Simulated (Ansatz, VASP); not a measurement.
Two plane-wave programs on SnO

The input POSCAR:

```
SnO
1.0
    0.0000000000      2.6113065733      2.4698925578
    2.6113065733      0.0000000000      2.4698925578
    2.6113065733      2.6113065733      0.0000000000
Sn O
1 1
Direct
    0.0000000000      0.0000000000      0.0000000000
    0.5000000000      0.5000000000      0.5000000000
```

INCAR.step1

```
SYSTEM = SnO
ALGO = Normal ; EDIFF = 1E-4
ENCUT = 520 ; GGA = PE
ISMEAR = -1 ; LASPH = .TRUE.
LCHARG = .FALSE. ; LREAL = .FALSE.
LWAVE = .TRUE. ; NBANDS = 17
NELM = 100 ; PREC = Accurate
SIGMA = 0.02
```

File INCAR.step2:

```
SYSTEM = SnO
ALGO = Normal ; EDIFF = 1E-7
ENCUT = 520 ; ISIF = 2
ISMEAR = -1 ; ISTART = 1
LASPH = .TRUE. ; LCHARG = .TRUE.
LELF = .TRUE. ; LMIXTAU = .TRUE.
LREAL = .FALSE. ; LVHAR = .TRUE.
LWAVE = .FALSE. ; METAGGA = R2SCAN
NBANDS = 17 ; NELM = 100
PREC = Accurate ; SIGMA = 0.02
```

The input KPOINTS:

```
k-points
0
G
  8 8 8
  0 0 0
```

Input for Ansatz:

```yaml
crystal:
  lattice:
    - [0.0, 2.6113065733, 2.4698925578]
    - [2.6113065733, 0.0, 2.4698925578]
    - [2.6113065733, 2.6113065733, 0.0]
  atoms:
    - { symbol: Sn, position: [0.0, 0.0, 0.0] }
    - { symbol: O, position: [0.5, 0.5, 0.5] }
kpoints:
  mp_grid: { grid: [8, 8, 8] }
  band_path:
    path:
      - [0.0, 0.0, 0.0]
      - [0.5, 0.0, 0.5]
      - [0.625, 0.25, 0.625]
      - [0.375, 0.375, 0.75]
      - [0.5, 0.5, 0.5]
      - [0.5, 0.25, 0.75]
      - [0.5, 0.425, 0.575]
      - [-0.085286, 0.073893, 0.492839]
      - [0.1014, 0.143229, -0.426839]
    npoints: 1
hamiltonian:
  xc: r2scan
scf:
  occupations: { method: fermi_dirac, width: 0.02 }
  n_extra_bands: 4
output:
  forces: true
  stress: true
  eigenvalues: true
```

Change from the starting cell: epitaxial_xy strain +2.9%.

Alike in both runs: task single point; functional r2SCAN; k mesh 8 × 8 × 8; occupations fermi-dirac, width 0.02 eV; no spin polarisation.

|  | VASP | Ansatz |
| --- | --- | --- |
| version | VASP 6.6.1 | Ansatz 0.2.0 |
| potentials or method | VASP PAW PBE potentials, release 64 (Sn_d, O) | plane waves, PAW |
| plane-wave cutoff (eV) | 520 | 500 |
| valence electrons in the cell | 20 | 20 |

|  | VASP | Ansatz | Ansatz less VASP |
| --- | --- | --- | --- |
| gap on the k mesh at the Fermi level (eV) | 0.88 | 0.88 | +0.002 |
| pressure (GPa) | -2.4 | -2.5 | -0.14 |
| largest component of the traceless stress (GPa) | 2.65 | 2.51 | -0.134 |

The functional is the same, so the differences come from potentials, cutoffs and numerics.

Caveats: the PAW data sets were made with another functional, which shifts forces and pressure a little (VASP); spin-orbit coupling is left out, which moves the levels of the heavy elements. A k mesh can miss the band edges.
